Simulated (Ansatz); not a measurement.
# AlAs: the cost of one run

Computed with Ansatz 0.2.0 (DFT PBE, scalar-relativistic, plane waves, PAW, unless a step's input says otherwise).

3 further runs of the same task are left out: 3 set aside as unsound or not needed.

## (1) The structure to begin with

It takes space group F-43m (No. 216, cubic). Conventional cell: a = 5.728 Å, b = 5.728 Å, c = 5.728 Å, α = 90.00°, β = 90.00°, γ = 90.00°. Around Al (site symmetry -43m) lie 4 As at 2.48 Å. Around As (site symmetry -43m) lie 4 Al at 2.48 Å.

As a file:

```cif
data_structure
_symmetry_space_group_name_H-M 'F-43m'
_symmetry_Int_Tables_number 216
_cell_length_a 5.7283
_cell_length_b 5.7283
_cell_length_c 5.7283
_cell_angle_alpha 90.000
_cell_angle_beta 90.000
_cell_angle_gamma 90.000
_cell_volume 187.97
loop_
_atom_site_label
_atom_site_type_symbol
_atom_site_symmetry_multiplicity
_atom_site_Wyckoff_symbol
_atom_site_fract_x
_atom_site_fract_y
_atom_site_fract_z
_atom_site_occupancy
Al1 Al 4 a 0.00000 0.00000 0.00000 1
As1 As 4 c 0.25000 0.25000 0.25000 1
```

This cell was relaxed beforehand with the same method: volume 23.50 Å³/atom, gap on the mesh 1.50 eV.

## (2) Phonons at Γ, at rest

input.yaml reads:

```yaml
crystal:
  lattice:
    - [0.0, 2.8641712235, 2.8641712235]
    - [2.8641712235, 0.0, 2.8641712235]
    - [2.8641712235, 2.8641712235, 0.0]
  atoms:
    - { symbol: Al, position: [0.0, 0.0, 0.0] }
    - { symbol: As, position: [0.75, 0.75, 0.75] }
basis:
  ecutwfc: 420
kpoints:
  mp_grid: { grid: [8, 8, 8] }
hamiltonian:
  xc: pbe
scf:
  occupations: { method: fixed }
output:
  eigenvalues: true
phonons:
  method: dfpt
  dielectric: true
  rigid_motions: translations
  eigenvectors: true
```

On the command line:

```bash
$ ansatz run input.yaml --threads 1 --pin off --max-ram 3072MiB --backend cpu --events-out ev --progress --plain --runs-dir out
```

Q: Estimate wall time and peak memory on 1 thread of Arm Neoverse V1, shared host.

About 55 s, with a peak of 0.54 GiB.
